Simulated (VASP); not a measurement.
Write the native input for VASP 6.6.1 that does the following.

```
Task                   : single point
Functional             : PBE
Potentials or basis    : VASP PAW PBE potentials, release 64 (B)
Cutoff                 : 520 eV
k mesh                 : 14 × 14 × 14
Occupations            : fermi-dirac, width 0.05 eV
Spin                   : no spin polarisation
Further INCAR settings : ALGO = Normal; EDIFF = 1e-07; NBANDS = 8
```

The structure of B lies in POSCAR:

```
B
1.0
    1.8852400000      0.0000000000      0.0000000000
    0.0000000000      1.8852400000      0.0000000000
    0.0000000000      0.0000000000      1.8852400000
B
1
Direct
    0.5000000000      0.5000000000      0.5000000000
```

The cell was built by a generator and needn't be a form met in nature.

The input as run:

INCAR

```
PREC = Accurate ; ENCUT = 520
EDIFF = 1E-7 ; ISMEAR = -1
SIGMA = 0.05 ; LREAL = False
LASPH = True ; NELM = 60
ALGO = Normal ; ISIF = 2
LWAVE = False ; LCHARG = False
GGA = PE ; NBANDS = 8
```

KPOINTS

```
regular mesh
0
Gamma
  14 14 14
```

Potentials or basis: VASP PAW PBE potentials, release 64 (B).

Run with:

```console
$ cat potpaw_PBE.64/B/POTCAR > POTCAR
$ mpirun -np 1 vasp_std > vasp.out
```

Results of the run:

```
Pressure               : 0.4 GPa
Band gap on the k mesh : none (metal or under the smearing width)
```

Run time: 6.1 s on 1 thread of AMD EPYC 7R43 64-Core Processor (Zen 3), with other jobs on the host, peak memory 0.07 GiB.
